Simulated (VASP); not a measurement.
# Rh (Pm-3m) in VASP: further runs

Runs on Rh. Level: PBE. Tasks: single point.

Everything below comes from runs of VASP 6.6.1. Logs are shortened: lines on timing, memory, paths and dates and some standing lists are left out, and cuts for length are marked.

## (1) Starting point

It takes space group Pm-3m (No. 221, cubic). The conventional cell has a = 2.569 Å, b = 2.569 Å, c = 2.569 Å, α = 90.00°, β = 90.00°, γ = 90.00°. Rh (site symmetry m-3m) is surrounded by 6 Rh at 2.57 Å.

This isn't the form of Rh at room conditions, which is fcc.

## (2) Single point, PBE, collinear spin, typed start

Contents of INCAR:

```
  PREC = Accurate
  ENCUT = 520
  EDIFF = 1E-6
  ISMEAR = -1
  SIGMA = 0.05
  LREAL = F
  LASPH = T
  NELM = 150
  ALGO = Normal
  ISIF = 2
  LWAVE = F
  LCHARG = T
  ISPIN = 2
  MAGMOM = 1
  LORBIT = 11
  LMAXMIX = 4
  GGA = PE
  LELF = T
  LVHAR = T
  NBANDS = 18
```

Contents of KPOINTS:

```
Automatic mesh
0
Gamma
  14 14 14
```

Contents of POSCAR:

```
Rh
1.0
    2.5691975543      0.0000000000      0.0000000000
    0.0000000000      2.5691975543      0.0000000000
    0.0000000000      0.0000000000      2.5691975543
Rh
1
Direct
    0.0000000000      0.0000000000      0.0000000000
```

Potentials or basis: VASP PAW PBE potentials, release 64 (Rh_pv).

The run is started by

```console
$ cat potpaw_PBE.64/Rh_pv/POTCAR > POTCAR
$ mpirun -np 1 vasp_std > vasp.out
```

OUTCAR:

```text
PREC = Accurate
   ENCUT = 520
   EDIFF = 1E-6
   ISMEAR = -1
   LREAL = F
   LASPH = T
   NELM = 150
   ISIF = 2
   ISPIN = 2
   LORBIT = 11
   GGA = PE

 ion  position               nearest neighbor table
   1  0.000  0.000  0.000-

  LATTYP: Found a simple cubic cell.
 ALAT       =     2.5691975543

  Lattice vectors:

 A1 = (   2.5691975543,   0.0000000000,   0.0000000000)
 A2 = (   0.0000000000,   2.5691975543,   0.0000000000)
 A3 = (   0.0000000000,   0.0000000000,   2.5691975543)

Analysis of symmetry for initial positions (statically):
=====================================================================
 Subroutine PRICEL returns:
 Original cell was already a primitive cell.

 Routine SETGRP: Setting up the symmetry group for a
 simple cubic supercell.

 Subroutine GETGRP returns: Found 48 space group operations
 (whereof 48 operations were pure point group operations)
 out of a pool of 48 trial point group operations.

The static configuration has the point symmetry O_h .

Analysis of symmetry for dynamics (positions and initial velocities):
=====================================================================
 Subroutine PRICEL returns:
 Original cell was already a primitive cell.

 Routine SETGRP: Setting up the symmetry group for a
 simple cubic supercell.

 Subroutine GETGRP returns: Found 48 space group operations
 (whereof 48 operations were pure point group operations)
 out of a pool of 48 trial point group operations.

The dynamic configuration has the point symmetry O_h .

Analysis of structural, dynamic, and magnetic symmetry:
=====================================================================
 Subroutine PRICEL returns:
 Original cell was already a primitive cell.

 Routine SETGRP: Setting up the symmetry group for a
 simple cubic supercell.

 Subroutine GETGRP returns: Found 48 space group operations
 (whereof 48 operations were pure point group operations)
 out of a pool of 48 trial point group operations.

The overall configuration has the point symmetry O_h .

 Subroutine INISYM returns: Found 48 space group operations
 (whereof 48 operations are pure point group operations),
 and found     1 'primitive' translations

----------------------------------------------------------------------------------------

                                     Primitive cell

  volume of cell :      16.9587

  direct lattice vectors                    reciprocal lattice vectors
     2.569197554  0.000000000  0.000000000     0.389226589  0.000000000  0.000000000
     0.000000000  2.569197554  0.000000000     0.000000000  0.389226589  0.000000000
[... 99 lines left out ...]
   EFERMI_NEDOS =   21; number of points for ismear=-14 and -15
   IALGO  =     38    algorithm
   IMIX   =      4    mixing-type and parameters
     AMIX     =   0.40;   BMIX     =  1.00
     AMIX_MAG =   1.60;   BMIX_MAG =  1.00
  volume/ion in A,a.u.               =      16.96       114.44
  Fermi-wavevector in a.u.,A,eV,Ry     =   1.571476  2.969659 33.600088  2.469537
  Thomas-Fermi vector in A             =   2.673054
   LORBIT       =     11    0 simple, 1 ext, 2 COOP (PROOUT), +10 PAW based schemes
   GGA     = PE    functional components
   LHFCALC =     F    Hartree Fock is set to
   AEXX    =    0.0000 exact exchange contribution
   IVDW    =     0    specifies the selected vdW correction
   LEPSILON=     F    determine dielectric tensor
   LRPA    =     F    only Hartree local field effects (RPA)
 spin polarized calculation
  energy-cutoff  :      520.00
  volume of cell :       16.96
 maximum number of plane-waves:       480
 NGX is ok and might be reduce to    20
   NGX =  9   NGY =  9   NGZ =  9

 number of electron      15.0000011 magnetization       0.0023297

 number of electron      15.0000011 magnetization      -0.0002259

 Free energy of the ion-electron system (eV)
  ---------------------------------------------------
  ext. energy  EPLUGINS =         0.00000000
  ---------------------------------------------------
  free energy    TOTEN  =        -6.46624839 eV

  energy without entropy =       -6.45205157  energy(sigma->0) =       -6.45914998

 E-fermi :   8.5986     XC(G=0): -12.5644

 val. band max:        8.5976992510   @ k =   0.3571   0.1429   0.1429
 cond. band min:       8.6080576602   @ k =   0.3571   0.3571   0.1429
 fundamental gap:      0.0103584092
 Fermi energy:         8.5985648867

 spin component 1

 k-point     1 :       0.0000    0.0000    0.0000
  band No.  band energies     occupation
      1     -37.3470      1.00000
      2     -37.3470      1.00000
      3     -37.3470      1.00000
      4       2.1255      1.00000
      5       3.8092      1.00000
      6       3.8092      1.00000
[... 493 lines left out ...]
     17      37.3999      0.00000
     18      38.3017      0.00000

 [... further k-points ...]

 spin component 2

 k-point     1 :       0.0000    0.0000    0.0000
  band No.  band energies     occupation
      1     -37.3470      1.00000
      2     -37.3470      1.00000
      3     -37.3470      1.00000
      4       2.1253      1.00000
      5       3.8092      1.00000
      6       3.8092      1.00000
[... 493 lines left out ...]
     17      37.3996      0.00000
     18      38.3016      0.00000

 [... further k-points ...]

------------------------ aborting loop because EDIFF is reached ----------------------------------------

  FORCE on cell =-STRESS in cart. coord.  units (eV):
  Direction    XX          YY          ZZ          XY          YZ          ZX
  --------------------------------------------------------------------------------------
  -------------------------------------------------------------------------------------
  Total       -0.6961894     -0.6961894     -0.6961894      0.0000000      0.0000000     -0.0000000
  in kB      -65.7726759    -65.7726759    -65.7726759      0.0000000      0.0000000     -0.0000000
  external PRESSURE =     -65.7726759 kB  Pullay stress =       0.0000000 kB

 VOLUME and BASIS-vectors are now :
 -----------------------------------------------------------------------------
  energy-cutoff  :      520.00
  volume of cell :       16.96
      direct lattice vectors                 reciprocal lattice vectors
     2.569197554  0.000000000  0.000000000     0.389226589  0.000000000  0.000000000
     0.000000000  2.569197554  0.000000000     0.000000000  0.389226589  0.000000000
     0.000000000  0.000000000  2.569197554     0.000000000  0.000000000  0.389226589

 POSITION                                       TOTAL-FORCE (eV/Angst)
 -----------------------------------------------------------------------------------
      0.00000      0.00000      0.00000         0.000000      0.000000      0.000000
 -----------------------------------------------------------------------------------
    total drift:                                0.000000      0.000000      0.000000

  FREE ENERGIE OF THE ION-ELECTRON SYSTEM (eV)
  ---------------------------------------------------
  free  energy   TOTEN  =        -6.4662483882 eV

  energy  without entropy=       -6.4520515652  energy(sigma->0) =       -6.45914998

 total charge

# of ion       s       p       d       tot
------------------------------------------
    1        0.393   6.181   7.149  13.723

 magnetization (x)

# of ion       s       p       d       tot
------------------------------------------
    1       -0.000  -0.000  -0.000  -0.000
```

stdout:

```text
POSCAR found type information on POSCAR Rh
 POSCAR found :  1 types and       1 ions
 scaLAPACK will be used
 LDA part: xc-table for (Slater+PW92), standard interpolation
 POSCAR, INCAR and KPOINTS ok, starting setup
 FFT: planning ... GRIDC
 FFT: planning ... GRID_SOFT
 FFT: planning ... GRID
 WAVECAR not read
 entering main loop
```

Wall time 60 s (1 thread of Intel Xeon Platinum 8488C (Sapphire Rapids), shared host); peak memory 0.16 GiB.

Results:

* Free energy: -6.4662 eV
* Pressure: -6.6 GPa
* Band gap on the k mesh: none (metal or under the smearing width)
* Net moment: 0.00 μB per cell
* Valence electrons inside the program's atomic spheres: Rh 13.72

## (3) Single point, PBE, collinear spin, typed start

This run uses another cell than the first one, of 15.65 Å³/atom, 0.923 times its volume.

Contents of INCAR:

```
PREC = Accurate
ENCUT = 520
EDIFF = 1E-6
ISMEAR = -1
SIGMA = 0.05
LREAL = False
LASPH = True
NELM = 150
ALGO = Normal
ISIF = 2
LWAVE = False
LCHARG = False
ISPIN = 2
MAGMOM = 1
LORBIT = 11
LMAXMIX = 4
GGA = PE
NBANDS = 18
```

Contents of KPOINTS:

```
regular mesh
0
Gamma
  14 14 14
```

Contents of POSCAR:

```
Rh
1.0
    2.5015554337      0.0000000000      0.0000000000
    0.0000000000      2.5015554337      0.0000000000
    0.0000000000      0.0000000000      2.5015554337
Rh
1
Direct
    0.0000000000      0.0000000000      0.0000000000
```

Potentials or basis: VASP PAW PBE potentials, release 64 (Rh_pv).

The run is started by

```console
$ cat potpaw_PBE.64/Rh_pv/POTCAR > POTCAR
$ mpirun -np 1 vasp_std > vasp.out
```

OUTCAR:

```text
PREC = Accurate
   ENCUT = 520
   EDIFF = 1E-6
   ISMEAR = -1
   LREAL = False
   LASPH = True
   NELM = 150
   ISIF = 2
   ISPIN = 2
   LORBIT = 11
   GGA = PE

 ion  position               nearest neighbor table
   1  0.000  0.000  0.000-

  LATTYP: Found a simple cubic cell.
 ALAT       =     2.5015554337

  Lattice vectors:

 A1 = (   2.5015554337,   0.0000000000,   0.0000000000)
 A2 = (   0.0000000000,   2.5015554337,   0.0000000000)
 A3 = (   0.0000000000,   0.0000000000,   2.5015554337)

Analysis of symmetry for initial positions (statically):
=====================================================================
 Subroutine PRICEL returns:
 Original cell was already a primitive cell.

 Routine SETGRP: Setting up the symmetry group for a
 simple cubic supercell.

 Subroutine GETGRP returns: Found 48 space group operations
 (whereof 48 operations were pure point group operations)
 out of a pool of 48 trial point group operations.

The static configuration has the point symmetry O_h .

Analysis of symmetry for dynamics (positions and initial velocities):
[... 190 lines left out ...]
      6       4.4674      1.00000
[... 493 lines left out ...]
     17      39.7209      0.00000
     18      40.5053      0.00000

 [... further k-points ...]

 spin component 2

 k-point     1 :       0.0000    0.0000    0.0000
  band No.  band energies     occupation
      1     -36.2229      1.00000
      2     -36.2229      1.00000
      3     -36.2229      1.00000
      4       2.8426      1.00000
      5       4.4675      1.00000
      6       4.4675      1.00000
[... 493 lines left out ...]
     17      39.7210      0.00000
     18      40.5053      0.00000

 [... further k-points ...]

------------------------ aborting loop because EDIFF is reached ----------------------------------------

  FORCE on cell =-STRESS in cart. coord.  units (eV):
  Direction    XX          YY          ZZ          XY          YZ          ZX
  --------------------------------------------------------------------------------------
  -------------------------------------------------------------------------------------
  Total        0.8003717      0.8003717      0.8003717      0.0000000      0.0000000     -0.0000000
  in kB       81.9165980     81.9165980     81.9165980      0.0000000      0.0000000     -0.0000000
  external PRESSURE =      81.9165980 kB  Pullay stress =       0.0000000 kB

 VOLUME and BASIS-vectors are now :
 -----------------------------------------------------------------------------
  energy-cutoff  :      520.00
  volume of cell :       15.65
      direct lattice vectors                 reciprocal lattice vectors
     2.501555434  0.000000000  0.000000000     0.399751285  0.000000000  0.000000000
     0.000000000  2.501555434  0.000000000     0.000000000  0.399751285  0.000000000
     0.000000000  0.000000000  2.501555434     0.000000000  0.000000000  0.399751285

 POSITION                                       TOTAL-FORCE (eV/Angst)
 -----------------------------------------------------------------------------------
      0.00000      0.00000      0.00000         0.000000      0.000000      0.000000
 -----------------------------------------------------------------------------------
    total drift:                                0.000000      0.000000      0.000000

  FREE ENERGIE OF THE ION-ELECTRON SYSTEM (eV)
  ---------------------------------------------------
  free  energy   TOTEN  =        -6.4637918380 eV

  energy  without entropy=       -6.4514177363  energy(sigma->0) =       -6.45760479

 total charge

# of ion       s       p       d       tot
------------------------------------------
    1        0.423   6.217   7.203  13.843

 magnetization (x)

# of ion       s       p       d       tot
------------------------------------------
    1        0.000  -0.000   0.000   0.000
```

It took 49 s on 1 thread of Intel Xeon Platinum 8488C (Sapphire Rapids), shared host; peak memory 0.17 GiB.

What came out:

```
Free energy                                           : -6.4638 eV
Pressure                                              : 8.2 GPa
Band gap on the k mesh                                : none (metal or under the smearing width)
Net moment                                            : 0.00 μB per cell
Valence electrons inside the program's atomic spheres : Rh 13.84
```

Levels at points of the mesh, in eV from the Fermi level:
Spin up:
```
           k point  band 5  band 6  band 7  band 8  band 9  band 10
(0.00, 0.00, 0.00)   -5.37   -5.37    0.80    0.80    0.80    17.10
(0.50, 0.00, 0.00)   -4.51   -1.43   -1.43   -0.10    1.02     6.47
(0.50, 0.50, 0.00)   -3.81   -1.00   -1.00    2.45    5.74     5.74
(0.50, 0.50, 0.50)   -4.69   -4.69    2.59    2.59   10.10    12.44
```
Spin down:
```tsv
k point	band 5	band 6	band 7	band 8	band 9	band 10
(0.00, 0.00, 0.00)	-5.37	-5.37	0.80	0.80	0.80	17.10
(0.50, 0.00, 0.00)	-4.51	-1.43	-1.43	-0.10	1.02	6.47
(0.50, 0.50, 0.00)	-3.81	-1.00	-1.00	2.45	5.74	5.74
(0.50, 0.50, 0.50)	-4.69	-4.69	2.59	2.59	10.10	12.44
```
